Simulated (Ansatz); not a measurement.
Crystal: Be.

```
Be
1.0
     0.00000    1.57905    1.57905
     1.57905    0.00000    1.57905
     1.57905    1.57905    0.00000
Be
1
Direct
  0.00000 0.00000 0.00000
```

The cell was built by a generator and needn't be a form met in nature.

Program: Ansatz 0.2.0. Alike in all runs: task band structure; potentials or basis Ansatz PAW; no spin polarisation; cell as given; k mesh 14 × 14 × 14; smearing fermi-dirac 0.05 eV.

**Question.** Order these runs on this cell by their pressure, lowest first.
A. level LDA; cutoff (eV) 420
B. level RPBE; cutoff (eV) 420
C. level r2SCAN; cutoff (eV) 500

**Answer.** A (-6.0 GPa), C (0.0 GPa), B (3.1 GPa).

Caveats: the PAW data sets come from PBE, with cores solved anew for the run's functional, which leaves a small shift of forces and pressure.
